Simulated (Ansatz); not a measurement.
# CdS: response to strain

CdS is deformed so: zz strain of +3 %. What stress and forces result, by LAPW, PAW and all-electron datasets made for the crystal?

Computed with Ansatz 0.2.0 (DFT PBE, scalar-relativistic, unless a step's input says otherwise).

### Step 1. The system as given

It takes space group P6_3mc (No. 186, hexagonal). Conventional cell: a = 4.135 Å, b = 4.135 Å, c = 6.749 Å, α = 90.00°, β = 90.00°, γ = 120.00°. Around Cd (site symmetry 3m) lie 4 S at 2.51 to 2.60 Å. S (site symmetry 3m) has 4 Cd at 2.51 to 2.60 Å as nearest neighbours.

Coordinates:

```
CELL_PARAMETERS angstrom
4.13480 0.00000 0.00000
-2.06740 3.58084 0.00000
0.00000 0.00000 6.74900
ATOMIC_POSITIONS crystal
Cd 0.33333 0.66667 0.00000
Cd 0.66667 0.33333 0.50000
S 0.33333 0.66667 0.38500
S 0.66667 0.33333 0.88500
```

Atoms are numbered in the order of the input: Cd1, Cd2, S3, S4.

### Step 2. After the deformation

Space group P6_3mc before, P6_3mc after.

### Step 3. Full-potential LAPW

File input.yaml:

```yaml
crystal:
  lattice:
    - [4.1347992034, 0.0, 0.0]
    - [-2.0673996017, 3.5808411497, 0.0]
    - [0.0, 0.0, 6.95147]
  atoms:
    - { symbol: Cd, position: [0.3333333333, 0.6666666667, 0.0] }
    - { symbol: Cd, position: [0.6666666667, 0.3333333333, 0.5] }
    - { symbol: S, position: [0.3333333333, 0.6666666667, 0.385] }
    - { symbol: S, position: [0.6666666667, 0.3333333333, 0.885] }
kpoints:
  mp_grid: { grid: [7, 7, 4] }
  band_path:
    path:
      - [0.0, 0.0, 0.0]
      - [0.5, 0.0, 0.0]
      - [0.3333333333, 0.3333333333, 0.0]
      - [0.0, 0.0, 0.0]
      - [0.0, 0.0, 0.5]
      - [0.5, 0.0, 0.5]
      - [0.3333333333, 0.3333333333, 0.5]
      - [0.0, 0.0, 0.5]
      - [0.5, 0.0, 0.5]
    npoints: 5
scf:
  occupations: { method: fermi_dirac, width: 0.01 }
hamiltonian:
  xc: pbe
  pseudopotentials: { kind: all_electron, lapw: { basis_error: 0.001 } }
output:
  forces: true
  stress: true
  eigenvalues: true
```

Command:

```sh
> ansatz run input.yaml --threads 1 --pin off --max-ram 4096MiB --backend cpu --events-out ev --progress --plain --runs-dir out
```

### Step 4. PAW with frozen cores

File input.yaml:

```yaml
crystal:
  lattice:
    - [4.1347992034, 0.0, 0.0]
    - [-2.0673996017, 3.5808411497, 0.0]
    - [0.0, 0.0, 6.95147]
  atoms:
    - { symbol: Cd, position: [0.3333333333, 0.6666666667, 0.0] }
    - { symbol: Cd, position: [0.6666666667, 0.3333333333, 0.5] }
    - { symbol: S, position: [0.3333333333, 0.6666666667, 0.385] }
    - { symbol: S, position: [0.6666666667, 0.3333333333, 0.885] }
kpoints:
  mp_grid: { grid: [7, 7, 4] }
scf:
  occupations: { method: fermi_dirac, width: 0.01 }
hamiltonian:
  xc: pbe
  pseudopotentials: { kind: paw }
output:
  forces: true
  stress: true
  eigenvalues: true
  efg: { contact_densities: true }
```

### Step 5. All-electron PAW on datasets made for the crystal

input.yaml, as its differences from that of step 4:

```diff
@@ -16,3 +16,3 @@
   xc: pbe
-  pseudopotentials: { kind: paw }
+  pseudopotentials: { kind: all_electron, datasets: crystal }
 output:
```

(Steps that only read results are left out.)

Before running it: what results should come out? Wanted: pressure; largest shear or deviatoric stress.

The runs gave:

```
                                 quantity                                           value
                                 pressure  LAPW 1.06, PAW 1.03, crystal datasets 1.06 GPa
largest shear or deviatoric stress (LAPW)                                        2.82 GPa
```

**Reading.** The largest part of the stress beyond the pressure is 2.82 GPa in size, in the zz component; the atoms are carried along and not relaxed. No run of the undeformed cell stands beside it, so the pressure holds what the given cell had before the change. PAW: stress within 0.03 GPa of LAPW, forces within 1 meV/Å. Crystal datasets: stress within 0.01 GPa of LAPW, forces within 1 meV/Å.
